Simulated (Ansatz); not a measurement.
# Si2Ni under changes of volume

One of the cells (13.166 Å³/atom); the others are scaled copies at fixed shape and fractional positions:

```
Ni Si
1.0
     0.00000    2.70300    2.70300
     2.70300    0.00000    2.70300
     2.70300    2.70300    0.00000
Ni Si
1 2
Direct
  0.00000 0.00000 0.00000
  0.75000 0.75000 0.75000
  0.25000 0.25000 0.25000
```

```yaml
Program: Ansatz 0.2.0
Functional: LDA
Potentials_or_basis: all-electron LAPW, scalar-relativistic
Cutoff: 269 eV (chosen from the basis error)
Basis_error_allowed: 0.002 eV/atom
k_mesh: 9 × 9 × 9
Occupations: fermi-dirac, width 0.05 eV
Spin: collinear spin, ferromagnetic start
Starting_moments: "[1.0, 0.0, 0.0] μB"
```

```csv
volume (Å³/atom),energy over the lowest point (meV/atom),pressure (GPa)
12.376,7.07,5.7
12.639,0.68,2.0
12.902,0.00,-1.3
13.166,?,?
13.429,13.85,-7.1
13.692,27.52,-9.6
13.956,45.16,-11.9
```

Problem. What does the run at 13.166 Å³/atom give?

Solution. Energy over the lowest point 4.54 meV/atom; pressure -4.3 GPa.

Worked out: A Birch-Murnaghan fit of order 3 (a polynomial in V^(-2/3)) to the other rows has its minimum at 12.80 Å³/atom with B0 = V·E''(V) = 160 GPa and B' = 3.5. It gives 4.56 meV/atom at 13.166 Å³/atom, against the run's 4.54, and -dE/dV = -4.3 GPa, against -4.3.

Energies are extrapolated to zero smearing.

Caveats: the starting moments weren't kept.
